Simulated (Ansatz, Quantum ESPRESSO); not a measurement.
# Ge chain with a H atom bridging one bond: ballistic transmission, part 2 of 4

Aim: the zero-bias transmission with pwcond for this junction: Ge chain with a H atom bridging one bond.

Quantum ESPRESSO 7.5; plane-wave DFT, LDA, GBRV ultrasoft pseudopotentials; cross-check by Ansatz 0.2.0 with PAW datasets.

So far. Step 2 (Self-consistent run): The run needed 12 iterations to bring the estimated error under 1e-07 Ry; the largest force on any atom, held or free, is 4.90 eV/Å.

## Step 3: Transmission with pwcond.x

Level of this step: transmission by pwcond, lead and junction from one cell; plane-wave DFT, LDA, GBRV ultrasoft pseudopotentials (Quantum ESPRESSO).

prefixt takes both regions from one run: the lead from 0 to bdl, the scattering region from bdl to bds (units of alat). ikind = 1 puts the same lead on both sides. The program's T_tot counts both spins in a run without spin; the tables below give T per spin.

Input file cond.in:

```
&inputcond
  outdir = './out'
  prefixt = 'scf'
  tran_file = 'cond.dat'
  bdl = 0.6266666667
  bds = 3.1600000000
  ikind = 1
  ewind = 4.0
  epsproj = 1e-05
  nz1 = 7
  energy0 = 2.0
  denergy = -0.1
/
1
  0.00000000 0.00000000 1.00000000
41
```

Run with:

```bash
$ OMP_NUM_THREADS=1 mpirun -n 2 pwcond.x -in cond.in > cond.out
```

The log of the run:

```text
[banner, memory and clock lines left out]
Program PWCOND v.7.5 starts

          URL

     ./out/scf.save/

     IMPORTANT: XC functional enforced from input :
     Exchange-correlation= PZ
                           (   1   1   0   0   0   0   0)
     Any further DFT definition will be discarded
     Please, verify this is what you really want

     Check: negative core charge=   -0.000002

     negative rho (up, down):  1.519E-04 0.000E+00
     Reading collected, re-writing distributed wavefunctions

===== INPUT FILE containing all the regions =====

     GEOMETRY:

     lattice parameter (alat)  =      14.1729  a.u.
     the volume                =    8996.3734 (a.u.)^3
     the cross section         =     200.8724 (a.u.)^2
     l of the unit cell        =       3.1600 (alat)
     number of atoms/cell      =           11
     number of atomic types    =            2

     crystal axes: (cart. coord. in units of alat)
               a(1) = (  1.0000  0.0000  0.0000 )
               a(2) = (  0.0000  1.0000  0.0000 )
               a(3) = (  0.0000  0.0000  3.1600 )

   Cartesian axes

     site n.     atom                  positions (alat units)
          1        Ge     tau(  1)=(  0.5000  0.5000  3.1600  )
          2        Ge     tau(  2)=(  0.5000  0.5000  0.3133  )
          3        Ge     tau(  3)=(  0.5000  0.5000  0.6267  )
          4        Ge     tau(  4)=(  0.5000  0.5000  0.9400  )
          5        Ge     tau(  5)=(  0.5000  0.5000  1.2533  )
          6        H      tau(  6)=(  0.5827  0.5000  1.4233  )
          7        Ge     tau(  7)=(  0.5000  0.5000  1.5933  )
          8        Ge     tau(  8)=(  0.5000  0.5000  1.9067  )
          9        Ge     tau(  9)=(  0.5000  0.5000  2.2200  )
         10        Ge     tau( 10)=(  0.5000  0.5000  2.5333  )
         11        Ge     tau( 11)=(  0.5000  0.5000  2.8467  )

     nr1s                      =           54
     nr2s                      =           54
     nr3s                      =          180
     nr1sx                     =           54
     nr2sx                     =           54
     nr3sx                     =          180
     nr1                       =           60
     nr2                       =           60
     nr3                       =          192
     nr1x                      =           60
     nr2x                      =           60
     nr3x                      =          192

 _______________________________
  Radii of nonlocal spheres:

     type       ibeta     ang. mom.          radius (alat units)
       Ge         1         0                    0.1426
       Ge         2         0                    0.1426
       Ge         3         1                    0.1426
       Ge         4         1                    0.1426
       Ge         5         2                    0.1426
       Ge         6         2                    0.1426
       H          1         0                    0.0848
       H          2         0                    0.0848
----- General information -----

--- T calc. with identical leads (ikind=1) ---

     nrx                       =           54
     nry                       =           54
     nz1                       =            7

     energy0               =         2.0E+00
     denergy               =        -1.0E-01
     nenergy               =         41
     ecut2d                =         3.4E+01
     ewind                 =         4.0E+00
     epsproj               =         1.0E-05

     number of k_|| points=    1
                       cryst. coord.
        k(    1) = (   0.0000000   0.0000000), wk =   1.0000000
----- Information about left/right lead -----

     nocros                   =           18
     noins                    =           18
     norb                     =           54
     norbf                    =          164
     nrz                      =           36

      iorb      type   ibeta   ang. mom.   m       position (alat)
        1        1       1        0        1   taunew(   1)=(  0.5000  0.5000  0.0000)
        2        1       2        0        1   taunew(   2)=(  0.5000  0.5000  0.0000)
        3        1       3        1        1   taunew(   3)=(  0.5000  0.5000  0.0000)
        4        1       3        1        2   taunew(   4)=(  0.5000  0.5000  0.0000)
        5        1       3        1        3   taunew(   5)=(  0.5000  0.5000  0.0000)
        6        1       4        1        1   taunew(   6)=(  0.5000  0.5000  0.0000)
        7        1       4        1        2   taunew(   7)=(  0.5000  0.5000  0.0000)
        8        1       4        1        3   taunew(   8)=(  0.5000  0.5000  0.0000)
        9        1       5        2        1   taunew(   9)=(  0.5000  0.5000  0.0000)
       10        1       5        2        2   taunew(  10)=(  0.5000  0.5000  0.0000)
       11        1       5        2        3   taunew(  11)=(  0.5000  0.5000  0.0000)
       12        1       5        2        4   taunew(  12)=(  0.5000  0.5000  0.0000)
       13        1       5        2        5   taunew(  13)=(  0.5000  0.5000  0.0000)
       14        1       6        2        1   taunew(  14)=(  0.5000  0.5000  0.0000)
       15        1       6        2        2   taunew(  15)=(  0.5000  0.5000  0.0000)
       16        1       6        2        3   taunew(  16)=(  0.5000  0.5000  0.0000)
       17        1       6        2        4   taunew(  17)=(  0.5000  0.5000  0.0000)
       18        1       6        2        5   taunew(  18)=(  0.5000  0.5000  0.0000)
       19        1       1        0        1   taunew(  19)=(  0.5000  0.5000  0.3133)
       20        1       2        0        1   taunew(  20)=(  0.5000  0.5000  0.3133)
       21        1       3        1        1   taunew(  21)=(  0.5000  0.5000  0.3133)
       22        1       3        1        2   taunew(  22)=(  0.5000  0.5000  0.3133)
       23        1       3        1        3   taunew(  23)=(  0.5000  0.5000  0.3133)
       24        1       4        1        1   taunew(  24)=(  0.5000  0.5000  0.3133)
       25        1       4        1        2   taunew(  25)=(  0.5000  0.5000  0.3133)
       26        1       4        1        3   taunew(  26)=(  0.5000  0.5000  0.3133)
       27        1       5        2        1   taunew(  27)=(  0.5000  0.5000  0.3133)
       28        1       5        2        2   taunew(  28)=(  0.5000  0.5000  0.3133)
       29        1       5        2        3   taunew(  29)=(  0.5000  0.5000  0.3133)
       30        1       5        2        4   taunew(  30)=(  0.5000  0.5000  0.3133)
       31        1       5        2        5   taunew(  31)=(  0.5000  0.5000  0.3133)
       32        1       6        2        1   taunew(  32)=(  0.5000  0.5000  0.3133)
[...]
150        1       3        1        2   taunew( 150)=(  0.5000  0.5000  2.5333)
      151        1       3        1        3   taunew( 151)=(  0.5000  0.5000  2.5333)
      152        1       4        1        1   taunew( 152)=(  0.5000  0.5000  2.5333)
      153        1       4        1        2   taunew( 153)=(  0.5000  0.5000  2.5333)
      154        1       4        1        3   taunew( 154)=(  0.5000  0.5000  2.5333)
      155        1       5        2        1   taunew( 155)=(  0.5000  0.5000  2.5333)
      156        1       5        2        2   taunew( 156)=(  0.5000  0.5000  2.5333)
      157        1       5        2        3   taunew( 157)=(  0.5000  0.5000  2.5333)
      158        1       5        2        4   taunew( 158)=(  0.5000  0.5000  2.5333)
      159        1       5        2        5   taunew( 159)=(  0.5000  0.5000  2.5333)
      160        1       6        2        1   taunew( 160)=(  0.5000  0.5000  2.5333)
      161        1       6        2        2   taunew( 161)=(  0.5000  0.5000  2.5333)
      162        1       6        2        3   taunew( 162)=(  0.5000  0.5000  2.5333)
      163        1       6        2        4   taunew( 163)=(  0.5000  0.5000  2.5333)
      164        1       6        2        5   taunew( 164)=(  0.5000  0.5000  2.5333)
 ngper, shell number =          545          70
 ngper, n2d =          545         121
---  E-Ef =    2.0000000  k =    0.0000000   0.0000000
---  ie =          1  ik =          1
 Nchannels of the left tip =            3
 Right moving states:
   k1(2pi/a)   k2(2pi/a)   E-Ef (eV)
  -0.3205559   0.0000134   2.0000000
  -0.3214207   0.0000113   2.0000000
   0.3223638   0.0000058   2.0000000
 Left moving states:
   k1(2pi/a)   k2(2pi/a)   E-Ef (eV)
   0.3205559   0.0000134   2.0000000
   0.3214207   0.0000113   2.0000000
  -0.3223638   0.0000058   2.0000000

 to transmit
 Band j to band i transmissions and reflections:
    j         i     |T_ij|^2    |R_ij|^2

    1 -->     1     0.83158     0.00582
    1 -->     2     0.00000     0.00000
    1 -->     3     0.15732     0.00529
   Total T_j, R_j =    0.98890  0.01110

    2 -->     1     0.00000     0.00000
    2 -->     2     0.98513     0.01487
    2 -->     3     0.00000     0.00000
   Total T_j, R_j =    0.98513  0.01487

    3 -->     1     0.15909     0.00527
    3 -->     2     0.00000     0.00000
    3 -->     3     0.83200     0.00365
   Total T_j, R_j =    0.99109  0.00891

E-Ef(ev), T(x2 spins) =    2.0000000   5.9302170
---  E-Ef =    1.9000000  k =    0.0000000   0.0000000
---  ie =          2  ik =          1
 Nchannels of the left tip =            3
 Right moving states:
   k1(2pi/a)   k2(2pi/a)   E-Ef (eV)
   0.3168301   0.0000054   1.9000000
  -0.3322433   0.0000138   1.9000000
  -0.3331567   0.0000114   1.9000000
 Left moving states:
   k1(2pi/a)   k2(2pi/a)   E-Ef (eV)
  -0.3168301   0.0000054   1.9000000
   0.3322433   0.0000138   1.9000000
   0.3331567   0.0000114   1.9000000

 to transmit
 Band j to band i transmissions and reflections:
    j         i     |T_ij|^2    |R_ij|^2

    1 -->     1     0.80764     0.01062
    1 -->     2     0.15550     0.02624
    1 -->     3     0.00000     0.00000
   Total T_j, R_j =    0.96314  0.03686

    2 -->     1     0.15545     0.02624
    2 -->     2     0.80920     0.00910
    2 -->     3     0.00000     0.00000
   Total T_j, R_j =    0.96466  0.03534

    3 -->     1     0.00000     0.00000
    3 -->     2     0.00000     0.00000
    3 -->     3     0.98661     0.01339
   Total T_j, R_j =    0.98661  0.01339

E-Ef(ev), T(x2 spins) =    1.9000000   5.8288190
---  E-Ef =    1.8000000  k =    0.0000000   0.0000000
---  ie =          3  ik =          1
 Nchannels of the left tip =            3
 Right moving states:
   k1(2pi/a)   k2(2pi/a)   E-Ef (eV)
   0.3112370   0.0000054   1.8000000
  -0.3441001   0.0000138   1.8000000
  -0.3450204   0.0000114   1.8000000
 Left moving states:
   k1(2pi/a)   k2(2pi/a)   E-Ef (eV)
  -0.3112370   0.0000054   1.8000000
   0.3441001   0.0000138   1.8000000
   0.3450204   0.0000114   1.8000000

 to transmit
 Band j to band i transmissions and reflections:
    j         i     |T_ij|^2    |R_ij|^2

    1 -->     1     0.80816     0.00941
    1 -->     2     0.15768     0.02475
    1 -->     3     0.00000     0.00000
   Total T_j, R_j =    0.96584  0.03416

    2 -->     1     0.15737     0.02475
    2 -->     2     0.80733     0.01055
    2 -->     3     0.00000     0.00000
   Total T_j, R_j =    0.96471  0.03529

    3 -->     1     0.00000     0.00000
    3 -->     2     0.00000     0.00000
    3 -->     3     0.98798     0.01202
   Total T_j, R_j =    0.98798  0.01202

E-Ef(ev), T(x2 spins) =    1.8000000   5.8370481
[... further energies and points left out ...]
---  E-Ef =   -1.8000000  k =    0.0000000   0.0000000
---  ie =         39  ik =          1
 Nchannels of the left tip =            1
 Right moving states:
   k1(2pi/a)   k2(2pi/a)   E-Ef (eV)
   0.0942450   0.0000032  -1.8000000
 Left moving states:
   k1(2pi/a)   k2(2pi/a)   E-Ef (eV)
  -0.0942450   0.0000032  -1.8000000

 to transmit
 Band j to band i transmissions and reflections:
    j         i     |T_ij|^2    |R_ij|^2

    1 -->     1     0.47459     0.52541
   Total T_j, R_j =    0.47459  0.52541

E-Ef(ev), T(x2 spins) =   -1.8000000   0.9491723
---  E-Ef =   -1.9000000  k =    0.0000000   0.0000000
---  ie =         40  ik =          1
 Nchannels of the left tip =            1
 Right moving states:
   k1(2pi/a)   k2(2pi/a)   E-Ef (eV)
   0.0876419   0.0000031  -1.9000000
 Left moving states:
   k1(2pi/a)   k2(2pi/a)   E-Ef (eV)
  -0.0876419   0.0000031  -1.9000000

 to transmit
 Band j to band i transmissions and reflections:
    j         i     |T_ij|^2    |R_ij|^2

    1 -->     1     0.56518     0.43482
   Total T_j, R_j =    0.56518  0.43482

E-Ef(ev), T(x2 spins) =   -1.9000000   1.1303610
---  E-Ef =   -2.0000000  k =    0.0000000   0.0000000
---  ie =         41  ik =          1
 Nchannels of the left tip =            1
 Right moving states:
   k1(2pi/a)   k2(2pi/a)   E-Ef (eV)
   0.0809987   0.0000031  -2.0000000
 Left moving states:
   k1(2pi/a)   k2(2pi/a)   E-Ef (eV)
  -0.0809987   0.0000031  -2.0000000

 to transmit
 Band j to band i transmissions and reflections:
    j         i     |T_ij|^2    |R_ij|^2

    1 -->     1     0.63066     0.36934
   Total T_j, R_j =    0.63066  0.36934

E-Ef(ev), T(x2 spins) =   -2.0000000   1.2613113
   T_tot     2.00000      0.59302E+01
   T_tot     1.90000      0.58288E+01
   T_tot     1.80000      0.58370E+01
   T_tot     1.70000      0.58341E+01
   T_tot     1.60000      0.58273E+01
   T_tot     1.50000      0.58178E+01
   T_tot     1.40000      0.58059E+01
   T_tot     1.30000      0.57919E+01
   T_tot     1.20000      0.57761E+01
   T_tot     1.10000      0.57589E+01
   T_tot     1.00000      0.57407E+01
   T_tot     0.90000      0.57223E+01
   T_tot     0.80000      0.57043E+01
   T_tot     0.70000      0.56854E+01
   T_tot     0.60000      0.50101E+01
   T_tot     0.50000      0.56447E+01
   T_tot     0.40000      0.56384E+01
   T_tot     0.30000      0.56293E+01
   T_tot     0.20000      0.56195E+01
   T_tot     0.10000      0.56080E+01
   T_tot    -0.00000      0.55923E+01
   T_tot    -0.10000      0.55692E+01
   T_tot    -0.20000      0.55354E+01
   T_tot    -0.30000      0.54877E+01
   T_tot    -0.40000      0.54239E+01
   T_tot    -0.50000      0.53432E+01
   T_tot    -0.60000      0.52450E+01
   T_tot    -0.70000      0.51270E+01
   T_tot    -0.80000      0.49798E+01
   T_tot    -0.90000      0.47770E+01
   T_tot    -1.00000      0.44551E+01
   T_tot    -1.10000      0.36267E+01
   T_tot    -1.20000      0.15124E+01
   T_tot    -1.30000      0.82238E+00
   T_tot    -1.40000      0.13236E+00
   T_tot    -1.50000      0.41839E-01
   T_tot    -1.60000      0.35910E+00
   T_tot    -1.70000      0.69529E+00
   T_tot    -1.80000      0.94917E+00
   T_tot    -1.90000      0.11304E+01
   T_tot    -2.00000      0.12613E+01

Note: The following floating-point exceptions are signalling: IEEE_UNDERFLOW_FLAG
Note: The following floating-point exceptions are signalling: IEEE_UNDERFLOW_FLAG
```

The job ended after 5.7 min (2 MPI ranks of Arm Neoverse N1, shared host; peak memory 0.55 GiB; 11 min of CPU time).

Read from the output:

```
lead channels at the Fermi level, one spin : 3
transmission at the Fermi level, one spin  : 2.796
conductance                                : 2.796 G₀
```

Per spin. Table of open channels by energy, zero at the Fermi level:

```csv
energy (eV),open channels
-2.00,1
-1.80,1
-1.60,1
-1.40,1
-1.20,1
-1.00,3
-0.90,3
-0.70,3
-0.50,3
-0.30,3
-0.10,3
0.00,3
0.10,3
0.30,3
0.50,3
0.70,3
0.90,3
1.00,3
1.20,3
1.40,3
1.60,3
1.80,3
2.00,3
```

Per spin. Transmission against energy, zero at the Fermi level:

energy (eV), transmission and a bar:
```
    -2.00       0.63 ######
    -1.90       0.57 #####
    -1.70       0.35 ###
    -1.60       0.18 #
    -1.40       0.07 
    -1.30       0.41 ####
    -1.20       0.76 #######
    -1.00       2.23 ######################
    -0.90       2.39 ########################
    -0.80       2.49 #########################
    -0.60       2.62 ##########################
    -0.50       2.67 ###########################
    -0.30       2.74 ############################
    -0.20       2.77 ############################
    -0.10       2.78 ############################
     0.00       2.80 ############################
     0.10       2.80 ############################
     0.20       2.81 ############################
     0.30       2.81 ############################
     0.50       2.82 #############################
     0.60       2.51 #########################
     0.80       2.85 #############################
     0.90       2.86 #############################
     1.00       2.87 #############################
     1.20       2.89 #############################
     1.30       2.90 #############################
     1.40       2.90 #############################
     1.60       2.91 #############################
     1.70       2.92 ##############################
     1.90       2.91 #############################
     2.00       2.97 ##############################
```

The program's own clock; routines nest. Time by routine:

```csv
routine,wall time (s),calls
PWCOND,342.7,1
scatter_forw,294.2,82
local,22.07,1
compbs,21.05,41
compbs_2,17.3,41
init,1.72,1
poten,0.13,1
```

At no point does T exceed the number of channels.

[end of part 2 of 4]

[Logs are printed without paths, hosts, clocks, repeated set-up lines and the standing remarks that a program may print on its own settings, such as how far it seeks lower states.]

[Hosts, paths, dates, database ids (printed as entryN), source tags and the programs' standing remarks are cut or masked in the printed files.]

[Maps of the electrostatic potential energy from Ansatz leave out the sawtooth potential of an applied field or a dipole correction, so their vacuum need not be flat; planar profiles and work functions include it.]
